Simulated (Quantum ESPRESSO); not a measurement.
Runs of Quantum ESPRESSO 7.5 on Cl. It takes space group Cmce (No. 64, orthorhombic). Conventional cell: a = 6.290 Å, b = 4.500 Å, c = 8.210 Å, α = 90.00°, β = 90.00°, γ = 90.00°. Cl (site symmetry m) has 1 Cl at 2.02 Å as nearest neighbours. 

```tsv
task	cell	k mesh	mesh quality	pressure (GPa)	largest force (eV/Å)
dielectric tensor	as given	6 × 6 × 4, shifted	not flagged	-0.9	0.19
phonons	relaxed to 20 GPa	2 × 2 × 2, shifted	coarse	20.0	-
phonons	relaxed to 5 GPa	2 × 2 × 2, shifted	coarse	5.0	-
dielectric tensor	as given	4 × 4 × 2, shifted	not flagged	-0.9	0.19
phonons	relaxed to 10 GPa	2 × 2 × 2, shifted	coarse	10.0	-
dielectric tensor	as given	2 × 2 × 2, shifted	coarse	(a)	0.18
dielectric tensor	as given	8 × 8 × 4, shifted	not flagged	-0.9	0.19
phonons	relaxed to 40 GPa	2 × 2 × 2, shifted	coarse	39.9	-
```

Alike in all rows: level PBEsol; potentials or basis PseudoDojo 0.4.1 SR PBEsol standard; no spin polarisation; cutoff (eV) 789; smearing fermi-dirac 0.05 eV.

Task: Fill in the values left out.

Result: (a) -1.3.

Caveats: some runs use coarse meshes; the cell is more than 3 GPa from zero pressure, which shifts response properties (some runs).
